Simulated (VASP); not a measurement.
# Be (P1) in VASP: notebook, part 2 of 2

VASP 6.6.1. The steps go on from the part before.

### 3 Single point, PBEsol

File INCAR:

```
PREC = Accurate
ENCUT = 520
EDIFF = 1E-7
ISMEAR = -1
SIGMA = 0.3
LREAL = Auto
LASPH = True
NELM = 80
ALGO = Fast
ISIF = 2
LWAVE = False
LCHARG = False
GGA = PS
NBANDS = 60
```

File KPOINTS:

```
regular mesh
0
Gamma
  2 2 2
```

File POSCAR:

```
Be
1.0
    7.1812630000      0.0000000000      0.0000000000
   -3.5906320000      6.2191560000      0.0000000000
    0.0000000000      0.0000000000      7.4842370000
Be
36
Direct
    0.1259216870      0.2286162302      0.1919100103
    0.2731053214      0.0371915417      0.4019915457
    0.0881008224      0.2149970189      0.5989655325
    0.1847384557      0.0903338009      0.8853273888
    0.1339185435      0.5501550371      0.0105287954
    0.2088773983      0.4977685075      0.3680401890
    0.1378577223      0.5804806955      0.6583570242
    0.2638111371      0.3998452523      0.8344471187
    0.1490297340      0.8997362343      0.1062366144
    0.1414681783      0.7356142859      0.3271676191
    0.0755190383      0.8477677678      0.6249534856
    0.2340569149      0.8268806893      0.8486770261
    0.4606713659      0.1947852731      0.1026023094
    0.5910159788      0.1558893200      0.3830183357
    0.3749548061      0.1863596925      0.6160414215
    0.5902687153      0.0788370641      0.8473943302
    0.4860642023      0.5720872736      0.0787789056
    0.4076714357      0.3819650126      0.3642989927
    0.4587218952      0.5466175796      0.6103360971
    0.5827604570      0.4654490095      0.8508549368
    0.4179088190      0.8603257419      0.1068245166
    0.5690356342      0.7578037920      0.4009226325
    0.4570457619      0.8931758586      0.6099352546
    0.4561616267      0.7168979199      0.8429316175
    0.8279206620      0.2506288635      0.1292716946
    0.8427557028      0.1014446333      0.4052517311
    0.8242666843      0.2615628230      0.6593457690
    0.9448195844      0.1830312666      0.9216437160
    0.7424989015      0.5250551683      0.2009824114
    0.9226281315      0.4373423018      0.4134823630
    0.8164553579      0.5398160136      0.6563928962
    0.8165528164      0.4152975098      0.9255586107
    0.7210909956      0.9573646328      0.1840935823
    0.8382171706      0.7874541176      0.3837665750
    0.7471770150      0.8154482698      0.6738562662
    0.8488871566      0.7834503589      0.9392006159
```

Potentials or basis: VASP PAW PBE potentials, release 64 (Be).

The run is started by

```sh
$ cat potpaw_PBE.64/Be/POTCAR > POTCAR
$ mpirun -np 1 vasp_std > vasp.out
```

OUTCAR:

```text
PREC = Accurate
   ENCUT = 520
   EDIFF = 1E-7
   ISMEAR = -1
   LREAL = Auto
   LASPH = True
   NELM = 80
   ISIF = 2
   GGA = PS

 ion  position               nearest neighbor table
   1  0.126  0.229  0.192-   6 2.16  18 2.18  25 2.27  28 2.34  26 2.38
   2  0.273  0.037  0.402-  15 1.86  10 1.96  14 2.00  11 2.17  18 2.18
   3  0.088  0.215  0.599-  26 2.11  27 2.13  15 2.17   8 2.19
[... 703 lines left out ...]
  -------------------------------------------------------------------------------------
  Total       -0.6498703     -7.8300760    -17.3005619      0.3809972      0.9799124      1.5967884
  in kB       -3.1149957    -37.5315712    -82.9260494      1.8262177      4.6969727      7.6538182
  external PRESSURE =     -41.1908721 kB  Pullay stress =       0.0000000 kB

 VOLUME and BASIS-vectors are now :
 -----------------------------------------------------------------------------
  energy-cutoff  :      520.00
  volume of cell :      334.26
      direct lattice vectors                 reciprocal lattice vectors
     7.181263000  0.000000000  0.000000000     0.139251271  0.080396772  0.000000000
    -3.590632000  6.219156000  0.000000000     0.000000000  0.160793522  0.000000000
     0.000000000  0.000000000  7.484237000     0.000000000  0.000000000  0.133614155

 POSITION                                       TOTAL-FORCE (eV/Angst)
 -----------------------------------------------------------------------------------
      0.08340      1.42180      1.43630        -0.000747     -0.714035     -0.963077
      1.82770      0.23130      3.00860        -1.605268     -0.198428     -2.082921
     -0.13930      1.33710      4.48280         1.028677      0.005089      0.132205
      1.00230      0.56180      6.62600        -0.094258     -0.210860     -0.420522
     -1.01370      3.42150      0.07880         0.391078     -0.013391      1.314973
     -0.28730      3.09570      2.75450         1.523107      0.355678     -0.215315
[... 28 lines left out ...]
      2.43770      5.07140      5.04330         0.053828      1.010470     -0.550848
      3.28300      4.87240      7.02920         0.585304     -0.321731     -0.127494
 -----------------------------------------------------------------------------------
    total drift:                               -0.000594      0.001974     -0.001945

  FREE ENERGIE OF THE ION-ELECTRON SYSTEM (eV)
  ---------------------------------------------------
  free  energy   TOTEN  =      -131.2769594938 eV

  energy  without entropy=     -129.1925668920  energy(sigma->0) =     -130.23476319
```

OSZICAR:

```text
N       E                     dE             d eps       ncg     rms          rms(c)
DAV:   1     0.739170804622E+02    0.73917E+02   -0.27172E+04   960   0.101E+03
DAV:   2    -0.123112476330E+03   -0.19703E+03   -0.18296E+03  1184   0.170E+02
DAV:   3    -0.135001790155E+03   -0.11889E+02   -0.11449E+02  1256   0.357E+01
DAV:   4    -0.135229143552E+03   -0.22735E+00   -0.22560E+00  1216   0.540E+00
DAV:   5    -0.135232265495E+03   -0.31219E-02   -0.31180E-02  1240   0.557E-01    0.807E+00
RMM:   6    -0.131858122270E+03    0.33741E+01   -0.41047E+00   986   0.422E+00    0.407E+00
RMM:   7    -0.131319179060E+03    0.53894E+00   -0.17605E+00  1067   0.273E+00    0.145E+00
RMM:   8    -0.131281482692E+03    0.37696E-01   -0.13774E-01  1212   0.112E+00    0.550E-01
RMM:   9    -0.131277191014E+03    0.42917E-02   -0.22746E-02  1166   0.430E-01    0.109E-01
RMM:  10    -0.131276926291E+03    0.26472E-03   -0.41016E-03  1222   0.192E-01    0.369E-02
RMM:  11    -0.131276955145E+03   -0.28854E-04   -0.71070E-04  1207   0.792E-02    0.119E-02
RMM:  12    -0.131276958723E+03   -0.35782E-05   -0.12062E-04  1238   0.351E-02    0.449E-03
RMM:  13    -0.131276959273E+03   -0.54968E-06   -0.18926E-05  1193   0.127E-02    0.137E-03
RMM:  14    -0.131276959398E+03   -0.12524E-06   -0.34367E-06  1236   0.548E-03    0.637E-04
RMM:  15    -0.131276959494E+03   -0.96087E-07   -0.79432E-07   931   0.238E-03
   1 F= -.13127696E+03 E0= -.13023476E+03  d E =-.208439E+01
```

stdout:

```text
POSCAR found type information on POSCAR Be
 POSCAR found :  1 types and      36 ions
 scaLAPACK will be used
 -----------------------------------------------------------------------------
|                                                                             |
|                                                                             |
|     You enforced a specific xc type in the INCAR file but a different       |
|     I HOPE YOU KNOW WHAT YOU ARE DOING!                                     |
|                                                                             |
 -----------------------------------------------------------------------------

 LDA part: xc-table for (Slater+PW92), standard interpolation
 POSCAR, INCAR and KPOINTS ok, starting setup
 FFT: planning ... GRIDC
 FFT: planning ... GRID_SOFT
 FFT: planning ... GRID
 WAVECAR not read
 entering main loop
```

Run time: 4.4 min. Hardware: 1 thread of Intel Xeon Platinum 8559C (Emerald Rapids), shared host; peak memory 0.4 GiB.

What came out:

| Item | Value |
| --- | --- |
| Free energy | -131.2770 eV |
| Pressure | -4.1 GPa |
| Largest force | 3.242 eV/Å |
| Band gap on the k mesh | none (metal or under the smearing width) |

Forces on the atoms (eV/Å):
```
Be  -0.001 -0.714 -0.963
Be  -1.605 -0.198 -2.083
Be   1.029  0.005  0.132
Be  -0.094 -0.211 -0.421
Be   0.391 -0.013  1.315
Be   1.523  0.356 -0.215
Be   0.358 -0.824 -0.073
Be  -0.069 -0.453  0.114
Be  -0.859 -0.084  0.237
Be  -0.260 -0.873  0.479
Be   0.004  1.279 -0.509
Be   0.033  0.730  0.297
Be  -0.170  0.918  0.155
Be   0.244  0.711 -0.143
Be   1.005  0.951  2.065
Be  -0.233 -0.031  1.336
Be  -0.653  0.010  1.477
Be   1.551 -0.305 -0.527
Be  -0.820 -0.522 -0.367
Be  -1.163 -0.017 -0.186
Be  -0.607 -0.575  0.196
Be  -2.185 -0.279 -0.738
Be  -0.611  0.281 -0.428
Be   0.221  0.396  0.327
Be  -1.298  1.435  1.940
Be   0.431 -0.037  0.838
Be  -0.114 -0.752 -0.585
Be   0.003 -0.312 -1.061
Be   0.761 -0.407 -0.854
Be  -1.385 -0.662  0.653
Be  -1.025  0.644 -0.161
Be   0.265  0.087 -0.807
Be   1.514 -1.777 -1.082
Be   3.178  0.554  0.319
Be   0.054  1.010 -0.551
Be   0.585 -0.322 -0.127
```

Caveat: the k mesh is coarse (spacing up to 0.51 Å⁻¹), so the values aren't converged; the PAW data sets were made with another functional, which shifts forces and pressure a little.
